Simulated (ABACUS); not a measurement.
Crystal: Ge.

```
Ge
1.0
     0.00000    2.82891    2.82891
     2.82891    0.00000    2.82891
     2.82891    2.82891    0.00000
Ge
2
Direct
  0.25000 0.25000 0.25000
  0.00000 0.00000 0.00000
```

Base run:

| Item | Value |
| --- | --- |
| Program | ABACUS 3.10.1 |
| Functional | SCAN |
| Potentials or basis | SG15 ONCV 1.2 PBE |
| Cutoff | 1238 eV |
| Density cutoff | 4952 eV |
| Basis | plane waves |
| k mesh | 5 × 5 × 5 |
| Occupations | fermi-dirac, width 0.05 eV |
| Spin | no spin polarisation |

Its results: band gap on the k mesh 0.11 eV, direct; pressure -2.4 GPa.

The run is repeated on the same cell with these changes: functional from SCAN to TM. What comes out?

Band gap on the k mesh 0.29 eV, direct; pressure -0.9 GPa.

Caveats: the potentials were made for another functional, which shifts forces and pressure; an odd mesh through Γ misses points on the zone boundary, where band edges often lie.

Not every run made on this cell is shown here.
